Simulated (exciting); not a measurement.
FeO (Wuestite): band structure with RPBE

**Experimental background.**

From “W\"ustite: Electric, thermodynamic and optical properties of FeO”, 2012, arxiv:1203.1201, for a bulk crystal of FeO: band gap 2.4 eV (optical).

FeO (Wuestite):

```
Fe O
1.0
     0.00000    2.15540    2.15540
     2.15540    0.00000    2.15540
     2.15540    2.15540    0.00000
Fe O
1 1
Direct
  0.00000 0.00000 0.00000
  0.50000 0.50000 0.50000
```

```json
{"Program": "exciting (release sodium)", "Task": "band structure", "Functional": "RPBE", "Potentials or basis": "all-electron LAPW+lo, shipped species files, valence relativity iora*", "rgkmax": "6.5", "k mesh": "8 × 8 × 8", "Occupations": "fermi-dirac, width 0.136 eV", "Spin": "collinear spin, ferromagnetic start", "outputlevel": "normal", "reducebf": "0.5", "gmaxvr (cutoff of density and potential)": "14 1/bohr", "lmaxapw (and lmaxmat)": "10", "lmaxvr": "8", "nempty": "24", "Valence relativity": "iora*", "epsengy": "1e-05 Ha", "epspot": "1e-05 Ha", "maxscl": "90", "Muffin-tin radii": "Fe 2.0, O 1.45 bohr"}
```

- Band gap on the k mesh: none (metal or under the smearing width)
- Net moment: 3.99 μB per cell
- Site moments: Fe +3.54; O +0.28 μB
- All electrons inside the program's atomic spheres: Fe 23.90; O 6.66 (radii Fe 2.0, O 1.45 bohr)
- Density of states at the Fermi level: 1.45 states/eV per cell

Levels at the corners of the path, in eV from the Fermi level:
Spin up:
```
point  band 10  band 11  band 12  band 13  band 14  band 15  band 16  band 17
    Γ    -3.86    -3.86    -3.69    -3.69     0.08    15.36    17.23    17.23
    X    -3.31    -2.83    -2.81    -2.81     5.30     8.76    10.85    14.76
    W    -3.04    -2.94    -2.81    -1.74     7.48     9.03     9.03    11.81
    K    -2.95    -2.67    -2.50    -1.73     6.81     8.78     8.79    14.15
    Γ    -3.86    -3.86    -3.69    -3.69     0.08    15.36    17.23    17.23
    L    -3.08    -2.52    -0.37    -0.37     4.10     8.50    12.56    12.56
    U    -2.95    -2.67    -2.50    -1.73     6.81     8.78     8.79    14.15
    W    -3.04    -2.94    -2.81    -1.74     7.48     9.03     9.03    11.81
    L    -3.08    -2.52    -0.37    -0.37     4.10     8.50    12.56    12.56
    K    -2.95    -2.67    -2.50    -1.73     6.81     8.78     8.79    14.15
    U    -2.95    -2.67    -2.50    -1.73     6.81     8.78     8.79    14.15
    X    -3.31    -2.83    -2.81    -2.81     5.30     8.76    10.85    14.76
```
Spin down:
```
point  band 7  band 8  band 9  band 10  band 11  band 12
    Γ   -3.32   -3.32   -0.69    -0.69    -0.69     0.29
    X   -4.49   -4.49   -2.08     0.78     0.78     0.84
    W   -6.13   -5.56   -0.02    -0.02     0.78     1.14
    K   -6.14   -4.89   -0.77     0.60     0.69     1.38
    Γ   -3.32   -3.32   -0.69    -0.69    -0.69     0.29
    L   -5.17   -5.17    0.44     0.44     0.63     2.84
    U   -6.14   -4.89   -0.77     0.60     0.69     1.38
    W   -6.13   -5.56   -0.02    -0.02     0.78     1.14
    L   -5.17   -5.17    0.44     0.44     0.63     2.84
    K   -6.14   -4.89   -0.77     0.60     0.69     1.38
    U   -6.14   -4.89   -0.77     0.60     0.69     1.38
    X   -4.49   -4.49   -2.08     0.78     0.78     0.84
```

It took 92 s on 1 thread of Arm Neoverse V2, with other jobs on the host, peak memory 0.15 GiB.

A measured gap of FeO is 2.4 eV (optical; quoted in “W\"ustite: Electric, thermodynamic and optical properties of FeO”, 2012, arxiv:1203.1201); the calculated 0.00 eV misses it by -2.40 eV. So large a miss can be the level of theory's own, or it may mean another phase, state or a wrong row. The value is that of RPBE on a finite k mesh, which can miss the band edges, without temperature or zero-point motion. Semilocal functionals fall short of measured gaps as a rule. The run's magnetic order (collinear spin, ferromagnetic start) needn't be the measured crystal's.

Caveat: the log's total energy holds no entropy term; the free energy is that total less TS from the occupations; a cell with one magnetic atom can't hold antiferromagnetic order, which such compounds often take; semilocal functionals often make such compounds metallic where correlation or magnetic order opens a gap, which also shifts bond lengths.
